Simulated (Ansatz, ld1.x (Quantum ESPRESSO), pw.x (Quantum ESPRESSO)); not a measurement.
## pw.x on bcc Se: one setting changed

Potential: ultrasoft, ld1.x (Quantum ESPRESSO) 7.5, PBE; core [Ar] 3d10, reference 4s1.5 4p4.5; waves: 4s (bound): rcut 1.36, rcutus 1.74 bohr; 4s channel at -0.1 Ry: rcut 1.36, rcutus 1.74 bohr; 4p (bound): rcut 2.06, rcutus 2.70 bohr; 4p channel at 0.7 Ry: rcut 2.06, rcutus 2.70 bohr; 4d channel at 0.35 Ry: rcut 1.92, rcutus 2.44 bohr; 4d channel at 2.3 Ry: rcut 1.92, rcutus 2.44 bohr; local part: all-electron potential smoothed inside 2.06 bohr (lloc = -1); core correction: none; augmentation: PSQ, inside the norm-conserving radii.

The reference run (k-mesh 13³, cutoffs 40/320 Ry, Fermi–Dirac 0.01 Ry, mixing_beta 0.4, conv_thr 1e-9, no spin) gives 0.63 GPa at 20.207 Å³/atom, where all-electron LAPW gives 0.57 GPa. This run, with its own iteration cap, changes k-mesh shift to 1.

```
&control
  calculation='scf', prefix='x', pseudo_dir='./', outdir='./tmp', tstress=.true., disk_io='none'
/
&system
  ibrav=0, nat=1, ntyp=1, ecutwfc=40, ecutrho=320, nbnd=10,
  occupations='smearing', smearing='fd', degauss=0.01
/
&electrons
  conv_thr=1e-09, mixing_beta=0.4, electron_maxstep=50
/
ATOMIC_SPECIES
Se 1.0 Se.UPF
CELL_PARAMETERS angstrom
  -1.71585513 1.71585513 1.71585513
  1.71585513 -1.71585513 1.71585513
  1.71585513 1.71585513 -1.71585513
ATOMIC_POSITIONS crystal
Se 0.0000 0.0000 0.0000
K_POINTS automatic
13 13 13 1 1 1
```

```bash
pw.x < Se.scf.in > Se.scf.out
```

Problem. How does the run end?

Solution. It converges in 7 iterations; the free energy moves by +9.2 meV/atom and the pressure by +0.32 GPa.

```
Message from routine setup:
     using ibrav=0 with symmetry is DISCOURAGED, use correct ibrav instead
     lattice parameter (alat)  =       5.6162  a.u.
     unit-cell volume          =     136.3636 (a.u.)^3
     number of electrons       =         6.00
     number of Kohn-Sham states=           10
     kinetic-energy cutoff     =      40.0000  Ry
     charge density cutoff     =     320.0000  Ry
     scf convergence threshold =      1.0E-09
     Exchange-correlation= PBE
     number of k points=    84  Fermi-Dirac smearing, width (Ry)=  0.0100
     iteration #  1     ecut=    40.00 Ry     beta= 0.40
     total energy              =     -18.84772539 Ry
     estimated scf accuracy    <       0.00153910 Ry
     iteration #  2     ecut=    40.00 Ry     beta= 0.40
     total energy              =     -18.84841332 Ry
     estimated scf accuracy    <       0.00043334 Ry
     iteration #  3     ecut=    40.00 Ry     beta= 0.40
     total energy              =     -18.84856896 Ry
     estimated scf accuracy    <       0.00002230 Ry
     iteration #  4     ecut=    40.00 Ry     beta= 0.40
     total energy              =     -18.84857591 Ry
     estimated scf accuracy    <       0.00000035 Ry
     iteration #  5     ecut=    40.00 Ry     beta= 0.40
     total energy              =     -18.84857632 Ry
     estimated scf accuracy    <       0.00000005 Ry
     iteration #  6     ecut=    40.00 Ry     beta= 0.40
     total energy              =     -18.84857633 Ry
     estimated scf accuracy    <          8.6E-09 Ry
     iteration #  7     ecut=    40.00 Ry     beta= 0.40
     the Fermi energy is     8.5024 ev
!    total energy              =     -18.84857633 Ry
     estimated scf accuracy    <          6.2E-13 Ry
     smearing contrib. (-TS)   =      -0.00378398 Ry
     The total energy is F=E-TS. E is the sum of the following terms:
     one-electron contribution =       4.66043874 Ry
     hartree contribution      =       0.77725687 Ry
     xc contribution           =      -4.08008934 Ry
     ewald contribution        =     -20.20239863 Ry
     convergence has been achieved in   7 iterations
          total   stress  (Ry/bohr**3)                   (kbar)     P=        9.55
     Message from routine punch:
     Nothing written, as per user request (disk_io='none')
```

The run took about 5 s on one core of a shared host (AMD EPYC 9R45 96-Core Processor, 96 threads, 376 GiB, load 50).
